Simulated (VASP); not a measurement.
# Ca (Im-3m) in VASP: a series of runs

Runs on Ca. Level: LDA. Tasks: single point.

Program: VASP 6.6.1. These are calculated values, not measurements. Logs are shortened: lines on timing, memory, paths and dates and some standing lists are left out, and cuts for length are marked.

**1. The crystal as given**

The structure is cubic, space group Im-3m (No. 229). The conventional cell has a = 4.450 Å, b = 4.450 Å, c = 4.450 Å, α = 90.00°, β = 90.00°, γ = 90.00°. Ca (site symmetry m-3m) is surrounded by 8 Ca at 3.85 Å.

This isn't the form of Ca at room conditions, which is fcc.

**2. Single point, LDA**

File INCAR:

```
PREC = Accurate
ENCUT = 520
EDIFF = 1E-7
ISMEAR = -1
SIGMA = 0.1
LREAL = False
LASPH = True
NELM = 80
ALGO = Normal
ISIF = 2
LWAVE = False
LCHARG = True
LELF = True
LVHAR = True
NBANDS = 11
```

File KPOINTS:

```
Automatic mesh
0
Gamma
  7 7 7
```

File POSCAR:

```
Ca
1.0
   -2.2249659900      2.2249659900      2.2249659900
    2.2249659900     -2.2249659900      2.2249659900
    2.2249659900      2.2249659900     -2.2249659900
Ca
1
Direct
    0.0000000000      0.0000000000      0.0000000000
```

Potentials or basis: VASP PAW LDA potentials, release 64 (Ca_sv).

Launch:

```sh
cat potpaw_LDA.64/Ca_sv/POTCAR > POTCAR
mpirun -np 1 vasp_std > vasp.out
```

OUTCAR:

```text
PREC = Accurate
   ENCUT = 520
   EDIFF = 1E-7
   ISMEAR = -1
   LREAL = False
   LASPH = True
   NELM = 80
   ISIF = 2

 ion  position               nearest neighbor table
   1  0.000  0.000  0.000-

  LATTYP: Found a body centered cubic cell.
 ALAT       =     4.4499319800

  Lattice vectors:

 A1 = (  -2.2249659900,   2.2249659900,   2.2249659900)
 A2 = (   2.2249659900,  -2.2249659900,   2.2249659900)
 A3 = (   2.2249659900,   2.2249659900,  -2.2249659900)

Analysis of symmetry for initial positions (statically):
=====================================================================
 Subroutine PRICEL returns:
 Original cell was already a primitive cell.

 Routine SETGRP: Setting up the symmetry group for a
 body centered cubic supercell.

 Subroutine GETGRP returns: Found 48 space group operations
 (whereof 48 operations were pure point group operations)
 out of a pool of 48 trial point group operations.

The static configuration has the point symmetry O_h .

Analysis of symmetry for dynamics (positions and initial velocities):
=====================================================================
 Subroutine PRICEL returns:
 Original cell was already a primitive cell.

 Routine SETGRP: Setting up the symmetry group for a
 body centered cubic supercell.

 Subroutine GETGRP returns: Found 48 space group operations
 (whereof 48 operations were pure point group operations)
 out of a pool of 48 trial point group operations.

The dynamic configuration has the point symmetry O_h .

 Subroutine INISYM returns: Found 48 space group operations
 (whereof 48 operations are pure point group operations),
 and found     1 'primitive' translations

----------------------------------------------------------------------------------------

                                     Primitive cell

  volume of cell :      44.0585

  direct lattice vectors                    reciprocal lattice vectors
    -2.224965990  2.224965990  2.224965990     0.000000000  0.224722536  0.224722536
     2.224965990 -2.224965990  2.224965990     0.224722536  0.000000000  0.224722536
     2.224965990  2.224965990 -2.224965990     0.224722536  0.224722536  0.000000000

  length of vectors
     3.853754140  3.853754140  3.853754140     0.317805658  0.317805658  0.317805658

  position of ions in fractional coordinates (direct lattice)
     0.000000000  0.000000000  0.000000000

  ion indices of the primitive-cell ions
   primitive index   ion index
                 1           1

----------------------------------------------------------------------------------------

 KPOINTS: Automatic mesh

Automatic generation of k-mesh.
 Grid dimensions read from file:
 generate k-points for:    7    7    7

 Generating k-lattice:

  Cartesian coordinates                     Fractional coordinates (reciprocal lattice)
     0.000000000  0.032103219  0.032103219     0.142857143  0.000000000  0.000000000
     0.032103219  0.000000000  0.032103219     0.000000000  0.142857143  0.000000000
     0.032103219  0.032103219  0.000000000     0.000000000  0.000000000  0.142857143

  Length of vectors
     0.045400808  0.045400808  0.045400808

  Shift w.r.t. Gamma in fractional coordinates (k-lattice)
     0.000000000  0.000000000  0.000000000

 Subroutine IBZKPT returns following result:
 ===========================================

 Found     20 irreducible k-points:

 Following reciprocal coordinates:
            Coordinates               Weight
  0.000000  0.000000  0.000000      1.000000
  0.142857  0.000000  0.000000     12.000000
  0.285714  0.000000  0.000000     12.000000
  0.428571  0.000000  0.000000     12.000000
  0.142857  0.142857  0.000000     24.000000
  0.285714  0.142857  0.000000     48.000000
[... 12 lines left out ...]
 -0.428571 -0.428571  0.285714      8.000000
 -0.428571  0.428571  0.428571      6.000000
   k-points           NKPTS =     20   k-points in BZ     NKDIM =     20   number of bands    NBANDS=     11
   number of dos      NEDOS =    301   number of ions     NIONS =      1
   total plane-waves  NPLWV =  27000
   dimension x,y,z NGX =    30 NGY =   30 NGZ =   30
   dimension x,y,z NGXF=    60 NGYF=   60 NGZF=   60
   ions per type =               1
   NGX,Y,Z   is equivalent  to a cutoff of  12.94, 12.94, 12.94 a.u.
   NGXF,Y,Z  is equivalent  to a cutoff of  25.88, 25.88, 25.88 a.u.
 SYSTEM =  unknown system
   PREC   = accura    normal or accurate (medium, high low for compatibility)
   ISTART =      0    job   : 0-new  1-cont  2-samecut
   ICHARG =      2    charge: 1-file 2-atom 10-const
   ISPIN  =      1    spin polarized calculation?
   LNONCOLLINEAR =      F non collinear calculations
   LSORBIT =      F    spin-orbit coupling
   LASPH  =      T    aspherical Exc in radial PAW
   ENCUT  =  520.0 eV  38.22 Ry    6.18 a.u.   7.17  7.17  7.17*2*pi/ulx,y,z
   NELM   =     80;   NELMIN=  2; NELMDL= -5     # of ELM steps
   EDIFF  = 0.1E-06   stopping-criterion for ELM
   LREAL  =      F    real-space projection
   EDIFFG = 0.1E-05   stopping-criterion for IOM
   NSW    =      0    number of steps for IOM
   IBRION =     -1    ionic relax: 0-MD 1-quasi-New 2-CG
   NFREE  =      0    steps in history (QN), initial steepest desc. (CG)
   ISIF   =      2    stress and relaxation
   ISYM   =      2    0-nonsym 1-usesym 2-fastsym
   POTIM  = 0.5000    time-step for ionic-motion
   TEBEG  =    0.0;   TEEND  =   0.0 temperature during run
   PSTRESS=    0.0 pullay stress
   NELECT =      10.0000    total number of electrons
   NUPDOWN=      -1.0000    fix difference up-down
   EMIN   =  10.00;   EMAX   =-10.00  energy-range for DOS
   EFERMI =   0.00;   METHOD = LEGACY
   ISMEAR =    -1;   SIGMA  =   0.10  broadening in eV -4-tet -1-fermi 0-gaus
   EFERMI_NEDOS =   21; number of points for ismear=-14 and -15
   IALGO  =     38    algorithm
   IMIX   =      4    mixing-type and parameters
     AMIX     =   0.40;   BMIX     =  1.00
     AMIX_MAG =   1.60;   BMIX_MAG =  1.00
  volume/ion in A,a.u.               =      44.06       297.32
  Fermi-wavevector in a.u.,A,eV,Ry     =   0.998615  1.887109 13.568166  0.997232
  Thomas-Fermi vector in A             =   2.130850
   LORBIT       =      0    0 simple, 1 ext, 2 COOP (PROOUT), +10 PAW based schemes
   GGA     = CA    functional components
   LHFCALC =     F    Hartree Fock is set to
   AEXX    =    0.0000 exact exchange contribution
   IVDW    =     0    specifies the selected vdW correction
   LEPSILON=     F    determine dielectric tensor
   LRPA    =     F    only Hartree local field effects (RPA)
 non-spin polarized calculation
  energy-cutoff  :      520.00
  volume of cell :       44.06
 maximum number of plane-waves:      1205
 NGX is ok and might be reduce to    30

 number of electron      10.0000003 magnetization

 Free energy of the ion-electron system (eV)
  ---------------------------------------------------
  ext. energy  EPLUGINS =         0.00000000
  ---------------------------------------------------
  free energy    TOTEN  =        -2.17078276 eV

  energy without entropy =       -2.12305838  energy(sigma->0) =       -2.14692057

 E-fermi :   1.6442     XC(G=0):  -7.8253

 val. band max:        1.6276534645   @ k =  -0.4286   0.4286   0.4286
 cond. band min:       1.6748657039   @ k =   0.4286   0.1429  -0.0000
 fundamental gap:      0.0472122394
 Fermi energy:         1.6442163000

 k-point     1 :       0.0000    0.0000    0.0000
  band No.  band energies     occupation
      1     -40.0424      2.00000
      2     -21.2551      2.00000
      3     -21.2551      2.00000
      4     -21.2551      2.00000
      5      -2.3196      2.00000
      6       3.7661      0.00000
      7       3.7661      0.00000
      8       3.7661      0.00000
      9       4.7875      0.00000
     10       4.7875      0.00000
     11      11.7382      0.00000

 k-point     2 :       0.1429    0.0000    0.0000
  band No.  band energies     occupation
      1     -40.0400      2.00000
      2     -21.2790      2.00000
      3     -21.2631      2.00000
      4     -21.2550      2.00000
      5      -1.9655      2.00000
      6       3.5713      0.00000
      7       3.6004      0.00000
      8       4.0283      0.00000
      9       4.6154      0.00000
     10       4.7990      0.00000
     11      10.9432      0.00000

 k-point     3 :       0.2857    0.0000    0.0000
  band No.  band energies     occupation
      1     -40.0345      2.00000
      2     -21.3321      2.00000
      3     -21.2812      2.00000
      4     -21.2549      2.00000
      5      -0.9778      2.00000
      6       2.8968      0.00001
      7       3.1857      0.00000
      8       4.6368      0.00000
      9       4.7455      0.00000
     10       4.8768      0.00000
     11       8.5409      0.00000

 k-point     4 :       0.4286    0.0000    0.0000
  band No.  band energies     occupation
      1     -40.0301      2.00000
      2     -21.3741      2.00000
      3     -21.2956      2.00000
      4     -21.2548      2.00000
      5       0.3458      2.00000
      6       1.9727      0.07221
      7       2.9154      0.00001
      8       4.6885      0.00000
      9       5.0062      0.00000
     10       5.5836      0.00000
     11       6.8569      0.00000

 k-point     5 :       0.1429    0.1429    0.0000
  band No.  band energies     occupation
      1     -40.0360      2.00000
      2     -21.3154      2.00000
      3     -21.2726      2.00000
      4     -21.2606      2.00000
      5      -1.2912      2.00000
      6       3.1677      0.00000
      7       3.2730      0.00000
      8       4.4874      0.00000
      9       4.5302      0.00000
     10       4.9212      0.00000
     11       9.6030      0.00000
[... 155 lines left out ...]
 k-point    17 :      -0.2857    0.2857    0.2857
  band No.  band energies     occupation
      1     -40.0276      2.00000
      2     -21.3288      2.00000
      3     -21.3095      2.00000
      4     -21.3095      2.00000
      5       0.1847      2.00000
      6       2.6976      0.00005
      7       3.7546      0.00000
      8       3.7546      0.00000
      9       4.7817      0.00000
     10       4.7820      0.00000
     11       8.9258      0.00000

 k-point    18 :      -0.4286    0.4286    0.2857
  band No.  band energies     occupation
      1     -40.0238      2.00000
      2     -21.3547      2.00000
      3     -21.3251      2.00000
      4     -21.3115      2.00000
      5       1.2410      1.96516
      6       2.0513      0.03355
      7       3.7749      0.00000
      8       3.8232      0.00000
      9       5.0075      0.00000
     10       5.4287      0.00000
     11       6.9301      0.00000

 k-point    19 :      -0.4286   -0.4286    0.2857
  band No.  band energies     occupation
      1     -40.0221      2.00000
      2     -21.3474      2.00000
      3     -21.3474      2.00000
      4     -21.3158      2.00000
      5       1.7774      0.41781
      6       1.7774      0.41781
      7       3.4195      0.00000
      8       4.8066      0.00000
      9       4.8066      0.00000
     10       6.2659      0.00000
     11       6.3464      0.00000

 k-point    20 :      -0.4286    0.4286    0.4286
  band No.  band energies     occupation
      1     -40.0204      2.00000
      2     -21.3451      2.00000
      3     -21.3413      2.00000
      4     -21.3413      2.00000
      5       1.6277      1.08263
      6       1.8332      0.26242
      7       4.6772      0.00000
      8       4.6772      0.00000
      9       4.9283      0.00000
     10       5.4347      0.00000
     11       6.4699      0.00000

------------------------ aborting loop because EDIFF is reached ----------------------------------------

  FORCE on cell =-STRESS in cart. coord.  units (eV):
  Direction    XX          YY          ZZ          XY          YZ          ZX
  --------------------------------------------------------------------------------------
  -------------------------------------------------------------------------------------
  Total       -0.6180483     -0.6180483     -0.6180483      0.0000000      0.0000000      0.0000000
  in kB      -22.4751637    -22.4751637    -22.4751637      0.0000000      0.0000000      0.0000000
  external PRESSURE =     -22.4751637 kB  Pullay stress =       0.0000000 kB

 VOLUME and BASIS-vectors are now :
 -----------------------------------------------------------------------------
  energy-cutoff  :      520.00
  volume of cell :       44.06
      direct lattice vectors                 reciprocal lattice vectors
    -2.224965990  2.224965990  2.224965990     0.000000000  0.224722536  0.224722536
     2.224965990 -2.224965990  2.224965990     0.224722536  0.000000000  0.224722536
     2.224965990  2.224965990 -2.224965990     0.224722536  0.224722536  0.000000000

 POSITION                                       TOTAL-FORCE (eV/Angst)
 -----------------------------------------------------------------------------------
      0.00000      0.00000      0.00000         0.000000     -0.000000     -0.000000
 -----------------------------------------------------------------------------------
    total drift:                               -0.000000     -0.000000      0.000000

  FREE ENERGIE OF THE ION-ELECTRON SYSTEM (eV)
  ---------------------------------------------------
  free  energy   TOTEN  =        -2.1707827611 eV

  energy  without entropy=       -2.1230583790  energy(sigma->0) =       -2.14692057
```

Wall time 5.9 s (1 thread of AMD EPYC 9R45 (Zen 5), shared host); peak memory 0.11 GiB.

Results:

```
Free energy            : -2.1708 eV
Pressure               : -2.2 GPa
Band gap on the k mesh : none (metal or under the smearing width)
```

**3. Single point, LDA**

This run uses another cell than the first one, of 46.76 Å³/atom, 1.061 times its volume.

File INCAR:

```
SYSTEM = Ca
ALGO = Normal
EDIFF = 1E-6
ENCUT = 520
ISIF = 2
ISMEAR = -1
LASPH = .TRUE.
LCHARG = .FALSE.
LREAL = .FALSE.
LWAVE = .FALSE.
NBANDS = 11
NELM = 80
PREC = Accurate
SIGMA = 0.1
```

File KPOINTS:

```
k-points
0
G
  7 7 7
  0 0 0
```

File POSCAR:

```
Ca
1.0
   -2.2694770646      2.2694770646      2.2694770646
    2.2694770646     -2.2694770646      2.2694770646
    2.2694770646      2.2694770646     -2.2694770646
Ca
1
Direct
    0.0000000000      0.0000000000      0.0000000000
```

Potentials or basis: VASP PAW LDA potentials, release 64 (Ca_sv).

Launch:

```sh
cat potpaw_LDA.64/Ca_sv/POTCAR > POTCAR
mpirun -np 1 vasp_std > vasp.out
```

Run time: 5.1 s. Hardware: 1 thread of AMD EPYC 9R45 (Zen 5), shared host; peak memory 0.11 GiB.

Results (log left out):

```yaml
Free_energy: -2.1281 eV
Pressure: -2.8 GPa
Band_gap_on_the_k_mesh: none (metal or under the smearing width)
```

Levels at points of the mesh, in eV from the Fermi level:
| k point | band 2 | band 3 | band 4 | band 5 | band 6 | band 7 | band 8 | band 9 |
| --- | --- | --- | --- | --- | --- | --- | --- | --- |
| (0.00, 0.00, 0.00) | -23.05 | -23.05 | -23.05 | -3.86 | 2.04 | 2.04 | 2.04 | 2.99 |

**4. Single point, LDA**

This run uses another cell than the first one, of 45.41 Å³/atom, 1.031 times its volume.

File INCAR:

```
SYSTEM = Ca
ALGO = Fast
EDIFF = 1E-6
ENCUT = 520
ISIF = 2
ISMEAR = -1
LASPH = .True.
LCHARG = .False.
LREAL = .False.
LWAVE = .False.
NBANDS = 11
NELM = 60
PREC = Accurate
SIGMA = 0.1
```

File KPOINTS:

```
k-points
0
Gamma
  7 7 7
  0 0 0
```

File POSCAR:

```
Ca
1.0
   -2.2474419151      2.2474419151      2.2474419151
    2.2474419151     -2.2474419151      2.2474419151
    2.2474419151      2.2474419151     -2.2474419151
Ca
1
Direct
    0.0000000000      0.0000000000      0.0000000000
```

Launch:

```sh
cat potpaw_LDA.64/Ca_sv/POTCAR > POTCAR
mpirun -np 1 vasp_std > vasp.out
```

Wall time 7.4 s (1 thread of AMD EPYC 9R45 (Zen 5), shared host); peak memory 0.11 GiB.

The run converged. Its results:

```yaml
Free_energy: -2.1507 eV
Pressure: -2.6 GPa
Band_gap_on_the_k_mesh: none (metal or under the smearing width)
```

Levels at points of the mesh, in eV from the Fermi level:
```tsv
k point	band 1	band 2	band 3	band 4	band 5	band 6	band 7	band 8	band 9	band 10
(0.00, 0.00, 0.00)	-41.76	-22.97	-22.97	-22.97	-3.91	2.08	2.08	2.08	3.07	3.07
```

**5. Summary**

```tsv
cell	gap on the mesh (eV)	pressure (GPa)
Im-3m, 44.06 Å³/atom	none	-2.2
Im-3m, 46.76 Å³/atom	none	-2.8
Im-3m, 45.41 Å³/atom	none	-2.6
```

Alike in all rows: task single point; level LDA; potentials or basis VASP PAW LDA potentials, release 64 (Ca_sv); no spin polarisation; k mesh 7 × 7 × 7; cutoff (eV) 520; smearing fermi-dirac 0.1 eV.

Every run on the cell as given and a fine mesh finds a metal.

Total energies depend on the potentials used, so only differences within one code and one set of settings carry meaning.
